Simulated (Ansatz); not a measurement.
# AlN (P6_3mc): the PBE gap against the k mesh of the density

Wanted: the cheapest k mesh of the density that holds the PBE gap of AlN (P6_3mc).

Calculated with Ansatz 0.2.0; DFT, PBE, plane waves, PAW.

Report form: the programs' logs are mostly left out.

The database entry behind the starting cell differs from later determinations by our own check (inner coordinate u about 0.002 short), so it need not match the best structure at ambient conditions.

### 1. The starting structure

Symmetry: P6_3mc, No. 186, hexagonal system. Conventional cell: a = 3.113 Å, b = 3.113 Å, c = 4.981 Å, α = 90.00°, β = 90.00°, γ = 120.00°. Nearest to Al lie 4 N at 1.89 Å. Nearest to N lie 4 Al at 1.89 Å. Farther neighbours and most contacts between anions are not listed.

The cell and positions come from the Crystallography Open Database and are kept as given unless a step says otherwise. The default PAW set here is soft_1. Its files were made with PBE.

### 2. k mesh of the density: 3×3×2

input.yaml reads:

```yaml
crystal:
  lattice:
    - [3.113, 0.0, 0.0]
    - [-1.5565, 2.695937082, 0.0]
    - [0.0, 0.0, 4.981]
  atoms:
    - { symbol: Al, position: [0.3333333333, 0.6666666667, 0.0] }
    - { symbol: Al, position: [0.6666666667, 0.3333333333, 0.5] }
    - { symbol: "N", position: [0.3333333333, 0.6666666667, 0.38] }
    - { symbol: "N", position: [0.6666666667, 0.3333333333, 0.88] }
kpoints:
  mp_grid: { grid: [3, 3, 2] }
  band_path:
    path:
      - [0.0, 0.0, 0.0]
      - [0.5, 0.0, 0.0]
      - [0.33333333, 0.33333333, 0.0]
      - [0.0, 0.0, 0.5]
      - [0.5, 0.0, 0.5]
      - [0.33333333, 0.33333333, 0.5]
    npoints: 1
hamiltonian:
  xc: pbe
  pseudopotentials: { kind: paw, azcp: { folder: "./paw" } }
scf:
  occupations: { method: fixed }
  n_extra_bands: 5
output:
  eigenvalues: true
```

Command:

```sh
ansatz run input.yaml --threads 3 --pin off --max-ram 92160MiB --backend cuda --events-out ev --progress --plain --runs-dir out --devices 1 --max-vram 13GiB
```

Wall time 14 s (1 × NVIDIA H100 80GB HBM3 (shared by 6 runs) with 3 threads of AMD EPYC 7R13 (Zen 3), shared host); peak memory 0.86 GiB.

Numbers from this step:

```
gap                  : 4.195 eV
valence top at       : Γ
conduction bottom at : Γ
least direct gap     : 4.195 eV
```

The gap is direct, at Γ.

### 3. k mesh of the density: 6×6×2

input.yaml, as its differences from that of step 2:

```diff
@@ -11,3 +11,3 @@
 kpoints:
-  mp_grid: { grid: [3, 3, 2] }
+  mp_grid: { grid: [6, 6, 2] }
   band_path:
```

Wall time 12 s (1 × NVIDIA H100 80GB HBM3 (shared by 6 runs) with 3 threads); peak memory 0.86 GiB; 2.2 s of CPU time.

Numbers from this step:

```
gap                  : 4.214 eV
valence top at       : Γ
conduction bottom at : Γ
least direct gap     : 4.214 eV
```

The gap is 4.214 eV, +0.018 eV from the run before at this level.

### 4. k mesh of the density: 12×12×6 (the default)

input.yaml, the sections that differ from step 3:

```yaml
kpoints:
  mp_grid: { grid: [12, 12, 6] }
  band_path:
    path:
      - [[0.0, 0.0, 0.0], [0.5, 0.0, 0.0], [0.33333333, 0.33333333, 0.0], [0.0, 0.0, 0.0], [0.0, 0.0, 0.5], [0.5, 0.0, 0.5], [0.33333333, 0.33333333, 0.5], [0.0, 0.0, 0.5]]
      - [[0.5, 0.0, 0.5], [0.5, 0.0, 0.0]]
      - [[0.33333333, 0.33333333, 0.5], [0.33333333, 0.33333333, 0.0]]
    npoints: 10
scf:
  occupations: { method: fermi_dirac, width: 0.02 }
  n_extra_bands: 5
output:
  eigenvalues: true
  write_density: true
  write_potential: true
  elf: true
  volumetric_format: npy
# crystal, hamiltonian: as in step 3
```

Wall time 6.9 s (1 × NVIDIA H100 80GB HBM3 (shared by 6 runs) with 3 threads); peak memory 0.91 GiB; 4 s of CPU time.

Numbers from this step:

```
gap                  : 4.214 eV
valence top at       : Γ
conduction bottom at : Γ
least direct gap     : 4.214 eV
```

The gap is 4.214 eV, as in the run before at this level.

### 5. k mesh of the density: 12×12×8

input.yaml, the sections that differ from step 4:

```yaml
kpoints:
  mp_grid: { grid: [12, 12, 8] }
  band_path:
    path:
      - [0.0, 0.0, 0.0]
      - [0.5, 0.0, 0.0]
      - [0.33333333, 0.33333333, 0.0]
      - [0.0, 0.0, 0.5]
      - [0.5, 0.0, 0.5]
      - [0.33333333, 0.33333333, 0.5]
    npoints: 1
scf:
  occupations: { method: fixed }
  n_extra_bands: 5
output:
  eigenvalues: true
# crystal, hamiltonian: as in step 4
```

The job ended after 19 s (1 × NVIDIA H100 80GB HBM3 (shared by 6 runs) with 3 threads; peak memory 0.85 GiB; 3.6 s of CPU time).

Numbers from this step:

| Item | Value |
| --- | --- |
| gap | 4.214 eV |
| valence top at | Γ |
| conduction bottom at | Γ |
| least direct gap | 4.214 eV |

The gap is 4.214 eV, as in the run before at this level.

### 6. The series

Differences are against the last row; a negative gap means that bands overlap, and a run with a band path holds that path's time. Times are wall times on 1 × NVIDIA H100 80GB HBM3 (shared by 6 runs) with 3 threads of AMD EPYC 7R13 (Zen 3), shared host, good to a factor of about two.

```tsv
k mesh of the density	gap (eV)	direct gap (eV)	gap error (eV)	energy error (meV/atom)	irreducible k	time
3×3×2	4.195	4.195	−0.018	+46.1	6	14 s
6×6×2	4.214	4.214	+0.000	+0.4	14	12 s
12×12×6	4.214	4.214	+0.000	+0.0	76	6.9 s
12×12×8	4.214	4.214	+0.000	+0.0	95	19 s
```

### 7. Outcome

| Property | Result |
| --- | --- |
| 3×3×2 | 4.195 eV |
| 6×6×2 | 4.214 eV |
| 12×12×6 | 4.214 eV |
| 12×12×8 | 4.214 eV |

What this shows: The gap holds to 0.02 eV from 3×3×2 on, the cheapest setting tried. At 3×3×2 the gap is off by −0.018 eV and the energy by +46 meV/atom. The gap is read over the mesh and added points near the edges, so meshes differ mainly through the density and, for a hybrid, the exchange operator.

[Paths, hosts, dates, memory and timing lines, banners, echoed tables and standing remarks are left out of the program output.]

[Logs are printed without paths, hosts, clocks, repeated set-up lines and the standing remarks that a program may print on its own settings, such as how far it seeks lower states.]

[Runs of the session that timed out or met a known fault of the program may be left out.]

[Cells called generated may have been cut or substituted from an entry of the Crystallography Open Database or the Materials Project.]

[Hosts, paths, dates, database ids (printed as entryN), source tags and the programs' standing remarks are cut or masked in the printed files.]
